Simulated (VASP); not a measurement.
# VH2 (Fm-3m) in VASP: further runs

The runs below take VH2 through single point, with PBEsol.

Everything below comes from runs of VASP 6.6.1. Logs are shortened: lines on timing, memory, paths and dates and some standing lists are left out, and cuts for length are marked.

## 1. Starting point

The structure is cubic, space group Fm-3m (No. 225). Conventional cell: a = 4.271 Å, b = 4.271 Å, c = 4.271 Å, α = 90.00°, β = 90.00°, γ = 90.00°. Around V (site symmetry m-3m) lie 8 H at 1.85 Å. H (site symmetry -43m) has 4 V at 1.85 Å as nearest neighbours.

## 2. Single point, PBEsol, collinear spin, ferromagnetic start

INCAR

```
PREC     = Normal         # precision mode
ENCUT    = 500            # plane-wave cutoff, eV
EDIFF    = 1E-6           # SCF threshold, eV
ISMEAR   = 0              # smearing method
SIGMA    = 0.05           # smearing width, eV
LREAL    = F              # projectors in reciprocal space
LASPH    = T              # aspherical terms in the spheres
NELM     = 100            # most SCF steps
ALGO     = Normal         # electronic algorithm
ISIF     = 2              # what is computed and relaxed
LWAVE    = F              # write WAVECAR
LCHARG   = F              # write CHGCAR
ISPIN    = 2              # spin polarisation
MAGMOM   = 2 0 0          # initial moments
LORBIT   = 11             # projections on sites
LMAXMIX  = 4              # l up to which the mixer works
GGA      = PS             # functional
NBANDS   = 18             # bands
ADDGRID  = F
```

KPOINTS

```
Automatic mesh
0
Gamma
  6 6 6
```

POSCAR

```
VH2
1.0
    0.0000000000      2.1355000000      2.1355000000
    2.1355000000      0.0000000000      2.1355000000
    2.1355000000      2.1355000000      0.0000000000
V H
1 2
Direct
    0.0000000000      0.0000000000      0.0000000000
    0.7500000000      0.7500000000      0.7500000000
    0.2500000000      0.2500000000      0.2500000000
```

Potentials or basis: VASP PAW PBE potentials, release 64 (V_sv, H).

Command:

```bash
> cat potpaw_PBE.64/V_sv/POTCAR potpaw_PBE.64/H/POTCAR > POTCAR
> mpirun -np 1 vasp_std > vasp.out
```

OUTCAR:

```text
PREC = Normal
   ENCUT = 500
   EDIFF = 1E-6
   ISMEAR = 0
   LREAL = F
   LASPH = T
   NELM = 100
   ISIF = 2
   ISPIN = 2
   LORBIT = 11
   GGA = PS

 Found     16 irreducible k-points:

 Following reciprocal coordinates:
            Coordinates               Weight
  0.000000  0.000000  0.000000      1.000000
  0.166667  0.000000  0.000000      8.000000
  0.333333  0.000000  0.000000      8.000000
  0.500000  0.000000  0.000000      4.000000
  0.166667  0.166667  0.000000      6.000000
  0.333333  0.166667  0.000000     24.000000
   k-points           NKPTS =     16   k-points in BZ     NKDIM =     16   number of bands    NBANDS=     18
   number of dos      NEDOS =    301   number of ions     NIONS =      3
   total plane-waves  NPLWV =   5832
   dimension x,y,z NGX =    18 NGY =   18 NGZ =   18
   dimension x,y,z NGXF=    36 NGYF=   36 NGZF=   36
   ions per type =               1   2
   NGX,Y,Z   is equivalent  to a cutoff of   9.91,  9.91,  9.91 a.u.
   NGXF,Y,Z  is equivalent  to a cutoff of  19.82, 19.82, 19.82 a.u.
 SYSTEM =  unknown system
   PREC   = normal    normal or accurate (medium, high low for compatibility)
   ISTART =      0    job   : 0-new  1-cont  2-samecut
   ICHARG =      2    charge: 1-file 2-atom 10-const
   ISPIN  =      2    spin polarized calculation?
   LNONCOLLINEAR =      F non collinear calculations
   LSORBIT =      F    spin-orbit coupling
   LASPH  =      T    aspherical Exc in radial PAW
   ENCUT  =  500.0 eV  36.75 Ry    6.06 a.u.   5.51  5.51  5.51*2*pi/ulx,y,z
   NELM   =    100;   NELMIN=  2; NELMDL= -5     # of ELM steps
   EDIFF  = 0.1E-05   stopping-criterion for ELM
   LREAL  =      F    real-space projection
   EDIFFG = 0.1E-04   stopping-criterion for IOM
   NSW    =      0    number of steps for IOM
   IBRION =     -1    ionic relax: 0-MD 1-quasi-New 2-CG
   NFREE  =      0    steps in history (QN), initial steepest desc. (CG)
   ISIF   =      2    stress and relaxation
   ISYM   =      2    0-nonsym 1-usesym 2-fastsym
   POTIM  = 0.5000    time-step for ionic-motion
   TEBEG  =    0.0;   TEEND  =   0.0 temperature during run
   PSTRESS=    0.0 pullay stress
   NELECT =      15.0000    total number of electrons
   NUPDOWN=      -1.0000    fix difference up-down
   EMIN   =  10.00;   EMAX   =-10.00  energy-range for DOS
   EFERMI =   0.00;   METHOD = LEGACY
   ISMEAR =     0;   SIGMA  =   0.05  broadening in eV -4-tet -1-fermi 0-gaus
   EFERMI_NEDOS =   21; number of points for ismear=-14 and -15
   IALGO  =     38    algorithm
   IMIX   =      4    mixing-type and parameters
     AMIX     =   0.40;   BMIX     =  1.00
     AMIX_MAG =   1.60;   BMIX_MAG =  1.00
  volume/ion in A,a.u.               =       6.49        43.81
  Fermi-wavevector in a.u.,A,eV,Ry     =   1.500591  2.835706 30.637237  2.251773
  Thomas-Fermi vector in A             =   2.612072
   LORBIT       =     11    0 simple, 1 ext, 2 COOP (PROOUT), +10 PAW based schemes
   GGA     = PS    functional components
   LHFCALC =     F    Hartree Fock is set to
   AEXX    =    0.0000 exact exchange contribution
   IVDW    =     0    specifies the selected vdW correction
   LEPSILON=     F    determine dielectric tensor
   LRPA    =     F    only Hartree local field effects (RPA)
 spin polarized calculation
 Gauss-broadening in eV      SIGMA  =   0.05
  energy-cutoff  :      500.00
  volume of cell :       19.48
 maximum number of plane-waves:       531
   NGX = 11   NGY = 11   NGZ = 11

 number of electron      14.9999977 magnetization      -0.0023530

 number of electron      14.9999977 magnetization       0.0003930

 Free energy of the ion-electron system (eV)
  ---------------------------------------------------
  ext. energy  EPLUGINS =         0.00000000
  ---------------------------------------------------
  free energy    TOTEN  =       -17.04904788 eV

  energy without entropy =      -17.04738942  energy(sigma->0) =      -17.04821865

 E-fermi :   7.7316     XC(G=0): -12.2836

 val. band max:        7.6906158003   @ k =   0.3333   0.1667   0.0000
 cond. band min:       8.0004074013   @ k =   0.1667   0.1667   0.0000
 fundamental gap:      0.3097916010
 Fermi energy:         7.7316217751

 spin component 1

 k-point     1 :       0.0000    0.0000    0.0000
  band No.  band energies     occupation
      1     -56.3870      1.00000
      2     -30.1936      1.00000
      3     -30.1936      1.00000
      4     -30.1936      1.00000
      5      -3.3553      1.00000
      6       6.9877      1.00000
[... 10 lines left out ...]
     17      27.1617      0.00000
     18      27.1617      0.00000

 k-point     2 :       0.1667    0.0000    0.0000
  band No.  band energies     occupation
      1     -56.3750      1.00000
      2     -30.2778      1.00000
      3     -30.2043      1.00000
      4     -30.2043      1.00000
      5      -2.6533      1.00000
      6       5.0047      1.00000
[... 10 lines left out ...]
     17      27.3749      0.00000
     18      31.3349      0.00000

 k-point     3 :       0.3333    0.0000    0.0000
  band No.  band energies     occupation
      1     -56.3511      1.00000
      2     -30.4434      1.00000
      3     -30.2257      1.00000
      4     -30.2257      1.00000
      5      -0.9447      1.00000
      6       3.1475      1.00000
[... 10 lines left out ...]
     17      26.1565      0.00000
     18      34.0397      0.00000

 k-point     4 :       0.5000    0.0000    0.0000
  band No.  band energies     occupation
      1     -56.3391      1.00000
      2     -30.5245      1.00000
      3     -30.2363      1.00000
      4     -30.2363      1.00000
      5       0.2171      1.00000
      6       2.4118      1.00000
[... 10 lines left out ...]
     17      25.7803      0.00000
     18      35.4781      0.00000

 k-point     5 :       0.1667    0.1667    0.0000
  band No.  band energies     occupation
      1     -56.3711      1.00000
      2     -30.2777      1.00000
      3     -30.2217      1.00000
      4     -30.2217      1.00000
      5      -2.4084      1.00000
      6       4.5667      1.00000
[... 10 lines left out ...]
     17      29.0845      0.00000
     18      29.0845      0.00000

 k-point     6 :       0.3333    0.1667    0.0000
  band No.  band energies     occupation
      1     -56.3512      1.00000
      2     -30.3982      1.00000
      3     -30.2495      1.00000
      4     -30.2465      1.00000
      5      -0.9765      1.00000
      6       3.1458      1.00000
[... 10 lines left out ...]
     17      29.3001      0.00000
     18      29.6928      0.00000

 [... further k-points ...]

 spin component 2

 k-point     1 :       0.0000    0.0000    0.0000
  band No.  band energies     occupation
      1     -56.3865      1.00000
      2     -30.1931      1.00000
      3     -30.1931      1.00000
      4     -30.1931      1.00000
      5      -3.3553      1.00000
      6       6.9881      1.00000
[... 10 lines left out ...]
     17      27.1618      0.00000
     18      27.1618      0.00000

 k-point     2 :       0.1667    0.0000    0.0000
  band No.  band energies     occupation
      1     -56.3745      1.00000
      2     -30.2774      1.00000
      3     -30.2038      1.00000
      4     -30.2038      1.00000
      5      -2.6533      1.00000
      6       5.0048      1.00000
[... 10 lines left out ...]
     17      27.3749      0.00000
     18      31.3306      0.00000

 k-point     3 :       0.3333    0.0000    0.0000
  band No.  band energies     occupation
      1     -56.3506      1.00000
      2     -30.4430      1.00000
      3     -30.2253      1.00000
      4     -30.2253      1.00000
      5      -0.9447      1.00000
      6       3.1476      1.00000
[... 10 lines left out ...]
     17      26.1565      0.00000
     18      34.0398      0.00000

 k-point     4 :       0.5000    0.0000    0.0000
  band No.  band energies     occupation
      1     -56.3386      1.00000
      2     -30.5241      1.00000
      3     -30.2359      1.00000
      4     -30.2359      1.00000
      5       0.2171      1.00000
      6       2.4118      1.00000
[... 10 lines left out ...]
     17      25.7804      0.00000
     18      35.4782      0.00000

 k-point     5 :       0.1667    0.1667    0.0000
  band No.  band energies     occupation
      1     -56.3706      1.00000
      2     -30.2773      1.00000
      3     -30.2212      1.00000
      4     -30.2212      1.00000
      5      -2.4084      1.00000
      6       4.5669      1.00000
[... 10 lines left out ...]
     17      29.0846      0.00000
     18      29.0846      0.00000

 k-point     6 :       0.3333    0.1667    0.0000
  band No.  band energies     occupation
      1     -56.3507      1.00000
      2     -30.3978      1.00000
      3     -30.2490      1.00000
      4     -30.2460      1.00000
      5      -0.9765      1.00000
      6       3.1460      1.00000
[... 10 lines left out ...]
     17      29.3001      0.00000
     18      29.6928      0.00000

 [... further k-points ...]

------------------------ aborting loop because EDIFF is reached ----------------------------------------

  FORCE on cell =-STRESS in cart. coord.  units (eV):
  Direction    XX          YY          ZZ          XY          YZ          ZX
  --------------------------------------------------------------------------------------
  -------------------------------------------------------------------------------------
  Total       -1.5502704     -1.5502704     -1.5502704      0.0000000     -0.0000000     -0.0000000
  in kB     -127.5232370   -127.5232370   -127.5232370      0.0000000     -0.0000000     -0.0000000
  external PRESSURE =    -127.5232370 kB  Pullay stress =       0.0000000 kB

 VOLUME and BASIS-vectors are now :
 -----------------------------------------------------------------------------
  energy-cutoff  :      500.00
  volume of cell :       19.48
      direct lattice vectors                 reciprocal lattice vectors
     0.000000000  2.135500000  2.135500000    -0.234137204  0.234137204  0.234137204
     2.135500000  0.000000000  2.135500000     0.234137204 -0.234137204  0.234137204
     2.135500000  2.135500000  0.000000000     0.234137204  0.234137204 -0.234137204

 POSITION                                       TOTAL-FORCE (eV/Angst)
 -----------------------------------------------------------------------------------
      0.00000      0.00000      0.00000         0.000000      0.000000      0.000000
      3.20325      3.20325      3.20325        -0.000000     -0.000000     -0.000000
      1.06775      1.06775      1.06775         0.000000      0.000000      0.000000
 -----------------------------------------------------------------------------------
    total drift:                                0.000000      0.000000      0.000000

  FREE ENERGIE OF THE ION-ELECTRON SYSTEM (eV)
  ---------------------------------------------------
  free  energy   TOTEN  =       -17.0490478844 eV

  energy  without entropy=      -17.0473894210  energy(sigma->0) =      -17.04821865

 total charge

# of ion       s       p       d       tot
------------------------------------------
    1        2.210   6.215   3.162  11.587
    2        0.560   0.026   0.000   0.587
    3        0.560   0.026   0.000   0.587
--------------------------------------------------
tot          3.330   6.268   3.162  12.760

 magnetization (x)

# of ion       s       p       d       tot
------------------------------------------
    1        0.000   0.000   0.000   0.000
    2       -0.000   0.000   0.000  -0.000
    3       -0.000   0.000   0.000  -0.000
--------------------------------------------------
tot         -0.000   0.000   0.000   0.000
```

Run time: 4.3 s. Hardware: 1 thread of AMD EPYC 9R45 (Zen 5), shared host; peak memory 0.1 GiB.

These settings aren't checked as converged: the numbers below hold their error.

What came out:

```yaml
Free_energy: -17.0490 eV
Pressure: -12.8 GPa
Band_gap_on_the_k_mesh: none (metal or under the smearing width)
Net_moment: 0.00 μB per cell
Valence_electrons_inside_the_program's_atomic_spheres: V 11.59; H 0.59
```

Caveat: the k mesh is coarse (spacing up to 0.42 Å⁻¹), so the values aren't converged; the PAW data sets were made with another functional, which shifts forces and pressure a little.

## 3. Single point, PBEsol, collinear spin, ferromagnetic start

INCAR is that of step 2.

KPOINTS is that of step 2.

POSCAR

```
VH2
1.0
    0.0000000000      2.1355000000      2.1355000000
    2.1355000000      0.0000000000      2.1355000000
    2.1355000000      2.1355000000      0.0000000000
V H
1 2
Direct
    0.0461010000     -0.0262600000     -0.0131470000
    0.7548850000      0.7642400000      0.7593950000
    0.2340980000      0.2684520000      0.2434820000
```

Potentials or basis: VASP PAW PBE potentials, release 64 (V_sv, H).

Command:

```bash
> cat potpaw_PBE.64/V_sv/POTCAR potpaw_PBE.64/H/POTCAR > POTCAR
> mpirun -np 1 vasp_std > vasp.out
```

It took 17 s on 1 thread of AMD EPYC 9R45 (Zen 5), shared host; peak memory 0.14 GiB.

The run converged, but some of its settings lie outside the range that counts as converged, so its numbers aren't taken as properties of the crystal.

What came out:

| Property | Result |
| --- | --- |
| Free energy | -16.9523 eV |
| Pressure | -11.0 GPa |
| Largest force | 1.204 eV/Å |
| Band gap on the k mesh | none (metal or under the smearing width) |
| Net moment | 0.00 μB per cell |
| Valence electrons inside the program's atomic spheres | V 11.60; H 0.59 |

Caveat: the k mesh is coarse (spacing up to 0.42 Å⁻¹), so the values aren't converged; the PAW data sets were made with another functional, which shifts forces and pressure a little.

(Continued in part 2 of 3.)
